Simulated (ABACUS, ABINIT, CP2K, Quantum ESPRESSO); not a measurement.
**The equilibrium volume of Bi, sorted by core time**

The structure is trigonal, space group R-3m (No. 166). Conventional cell: a = 4.535 Å, b = 4.535 Å, c = 11.814 Å, α = 90.00°, β = 90.00°, γ = 120.00°. Bi (site symmetry 3m) is surrounded by 6 Bi at 3.06 to 3.52 Å.

| rung | level | program and potentials | cutoff (eV) | k mesh | smearing | core time | chip | equilibrium volume (Å³/atom) | notes |
| --- | --- | --- | --- | --- | --- | --- | --- | --- | --- |
| LDA | LDA | CP2K, GTH_POTENTIALS Bi GTH-PADE-q5; TZVP-MOLOPT-PBE-GTH basis | - | 6 × 6 × 6 | fermi-dirac 0.026 | 1.9 min | Arm Neoverse V2 | 33.96 | atomic basis; 5 valence electrons an atom on average |
| LDA | LDA | CP2K, POTENTIAL_UZH Bi GTH-PBE-q5; TZVP-MOLOPT-PBE-GTH basis | - | 6 × 6 × 6 | fermi-dirac 0.05 | 2.6 min | Arm Neoverse V1 | 36.21 | atomic basis; potentials made for PBE; 5 valence electrons an atom on average |
| GGA | PBEsol | CP2K, POTENTIAL_UZH Bi GTH-PBE-q5; TZVP-MOLOPT-PBE-GTH basis | - | 6 × 6 × 6 | fermi-dirac 0.05 | 2.9 min | Arm Neoverse V1 | 36.14 | atomic basis; potentials made for PBE; 5 valence electrons an atom on average |
| GGA | PBE | CP2K, POTENTIAL_UZH Bi GTH-PBE-q5; TZVP-MOLOPT-PBE-GTH basis | - | 6 × 6 × 6 | fermi-dirac 0.05 | 5.4 min | Arm Neoverse V1 | 37.41 | atomic basis; 5 valence electrons an atom on average |
| GGA + dispersion | PBEsol+D4 | Quantum ESPRESSO, PseudoDojo 0.4.1 SR PBEsol standard | 898 | 6 × 6 × 6 | fermi-dirac 0.05 | 6.4 min | Arm Neoverse V2 | 33.62 | 15 valence electrons an atom on average |
| GGA + dispersion | PBEsol+D3(zero damping) | Quantum ESPRESSO, PseudoDojo 0.4.1 SR PBEsol standard | 898 | 6 × 6 × 6 | fermi-dirac 0.05 | 6.9 min | Arm Neoverse V2 | 34.01 | 15 valence electrons an atom on average |
| GGA + dispersion | PBEsol+D3(BJ) | Quantum ESPRESSO, PseudoDojo 0.4.1 SR PBEsol standard | 898 | 6 × 6 × 6 | fermi-dirac 0.05 | 7.4 min | Arm Neoverse V2 | 33.06 | 15 valence electrons an atom on average |
| GGA | PBEsol | Quantum ESPRESSO, PseudoDojo 0.4.1 SR PBEsol standard | 898 | 6 × 6 × 6 | fermi-dirac 0.05 | 7.5 min | Arm Neoverse V2 | 34.66 | 15 valence electrons an atom on average |
| non-local van der Waals functional | PBEsol+rVV10 | Quantum ESPRESSO, PseudoDojo 0.4.1 SR PBEsol standard | 898 | 6 × 6 × 6 | fermi-dirac 0.05 | 8 min | Arm Neoverse V2 | 33.09 | 15 valence electrons an atom on average |
| GGA | PBEsol | ABINIT, JTH PAW PBE v2.0 | 599 | 7 × 7 × 7 | fermi-dirac 0.05 | 12 min | Intel Xeon Platinum 8375C Ice Lake | 34.27 | potentials made for PBE; 15 valence electrons an atom on average |
| LDA | LDA | ABINIT, JTH PAW LDA v2.0 | 816 | 6 × 6 × 6 | fermi-dirac 0.05 | 18 min | Arm Neoverse V1 | 33.77 | 15 valence electrons an atom on average |
| GGA | WC | ABACUS, SSSP 1.3 efficiency PBE, plane waves | 748 | 6 × 6 × 6 | fermi-dirac 0.05 | 20 min | Intel Xeon Platinum 8259CL Skylake/Cascade Lake | 34.58 | potentials made for PBE; 15 valence electrons an atom on average |

Times are single runs on shared hosts and different chips, so they are rough; meshes, cutoffs and the tasks' sizes weigh on the time. Task: relaxation of cell and atoms. All rows: no spin polarisation. Smearing widths are in eV. For a metal such meshes aren't converged. Meshes differ between rows, which moves values too. Meshes are those of the run's cell of 2 atoms unless a note names another. Relaxations start from the cell shown or near it and stop with a little pressure left. Runs on faulty files, with rough fits or with known faults for this quantity aren't shown. No row holds spin-orbit coupling.

By rung: LDA 33.77; GGA + dispersion 33.06 to 34.01; GGA 34.27 to 34.66; non-local van der Waals functional 33.09; LDA in atomic bases 33.96 to 36.21; GGA in atomic bases 36.14 to 37.41 (Å³/atom).
